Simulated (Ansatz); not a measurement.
KMgF3 (Pm-3m)

Level of theory: Ansatz 0.2.0, DFT PBE, scalar-relativistic, plane waves, PAW.

Cutoff 420 eV; k points 6×6×6 on the computed 5-atom cell (Γ-centred); Gaussian smearing, width 0.02 eV; no spin polarisation.

The structure is relaxed at this level of theory with its symmetry kept. Whether it is the stable form of this composition wasn't checked.

```cif
data_structure
_symmetry_space_group_name_H-M 'P 1'
_symmetry_Int_Tables_number 1
_cell_length_a 4.0542
_cell_length_b 4.0542
_cell_length_c 4.0542
_cell_angle_alpha 90.000
_cell_angle_beta 90.000
_cell_angle_gamma 90.000
_cell_volume 66.64
loop_
_atom_site_label
_atom_site_type_symbol
_atom_site_fract_x
_atom_site_fract_y
_atom_site_fract_z
_atom_site_occupancy
K1 K 0.50000 0.50000 0.50000 1
Mg1 Mg 0.00000 0.00000 0.00000 1
F1 F 0.50000 0.00000 0.00000 1
F2 F 0.00000 0.50000 0.00000 1
F3 F 0.00000 0.00000 0.50000 1
```

- Space group: Pm-3m (No. 221)
- Volume per atom: 13.33 Å³
- Formation energy from the elements' standard states (uncorrected): -3.274 eV/atom
- Kohn–Sham band gap: 6.96 eV, indirect from R to Γ
- Löwdin character of the top 1 eV of the valence band: F 2p 99 %
- Löwdin character of the lowest 1 eV of the conduction band: K 4s 51 %, Mg 3s 23 %, F 2s 19 %
- Electron masses at the edge by Cartesian direction of the standard setting (m_e; degenerate bands sorted by energy; no spin-orbit coupling): x: 0.52; y: 0.52; z: 0.52
- Hole masses at the edge by Cartesian direction of the standard setting (m_e; degenerate bands sorted by energy; no spin-orbit coupling): x: over 30, 1.8, 1.8; y: over 30, 1.8, 1.8; z: over 30, 1.8, 1.8
- Bulk modulus: 66 GPa
- Its pressure derivative: 4.4
- Electronic dielectric constant xx, yy, zz of the standard setting (independent particles): 2.1, 2.1, 2.1
- Bader charges (e): K (1 in the cell) 0.88, Mg (1 in the cell) 1.77, F (3 in the cell) -0.88

Symmetry holds off the tilts and polar distortions that many cubic perovskites undergo.